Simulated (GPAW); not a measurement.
## SiC (Moissanite) in GPAW: convergence with k mesh

Crystal: SiC (Moissanite).

```
CELL_PARAMETERS angstrom
3.07600 0.00000 0.00000
-1.53800 2.66389 0.00000
0.00000 0.00000 5.04800
ATOMIC_POSITIONS crystal
Si 0.66667 0.33333 0.50000
Si 0.33333 0.66667 0.00000
C 0.66667 0.33333 0.88500
C 0.33333 0.66667 0.38500
```

```yaml
Program: GPAW 26.7.0
Task: G0W0 quasiparticle levels
Functional: PBE
Potentials_or_basis: GPAW PAW data sets (gpaw-data 1.2.1)
Cutoff: 650 eV
Basis: pw
k_mesh: 3 × 3 × 2
Occupations: fermi-dirac, width 0.001 eV
Spin: no spin polarisation
Frequency: ppa
Extrapolate: no
Qp_bands: 1
Response_ecut: 80 eV
Integrate_gamma: sphere
Maxiter: 150
Vertex: none
All_k: no
Response_bands: 67
```

These are the settings of the first run; the series varies k mesh, with any setting tied to it.

Hardware: 1 thread of Arm Neoverse V1, on a shared host.

```
   k mesh  energy less the tightest run, at zero smearing (meV/atom)  gap on the mesh (eV)  quasiparticle gap at the points computed (eV)  SCF cycles  CPU time (s)  peak memory (GiB)
3 × 3 × 2                                                     122.03                 2.249                                          2.735          13            43               0.37
4 × 4 × 2                                                      29.04                 2.560                                          3.346          12            60               0.37
5 × 5 × 3                                                       9.66                 2.794                                          3.616          12           130                0.4
6 × 6 × 3                                                       3.62                 2.310                                          2.955          12           220               0.48
7 × 7 × 4                                                       0.00                 2.626                                          3.306          12           530               0.65
```

Not settled before the last step: the energy (to 1 meV/atom), the gap on the mesh (to 0.01 eV), the quasiparticle gap at the points computed (to 0.05 eV). Meshes of other sizes hit other points, so gaps and Fermi surfaces needn't settle smoothly. The tightest run that finished is the yardstick and may itself not be fully converged.

Caveat, for the tightest run too: the quasiparticle gap is taken among the few k points that were corrected; the long-wavelength limit can be off by a per cent or two; an odd mesh through Γ misses points on the zone boundary, where band edges often lie.

A gap of «none» marks a metal or a gap under the smearing width.
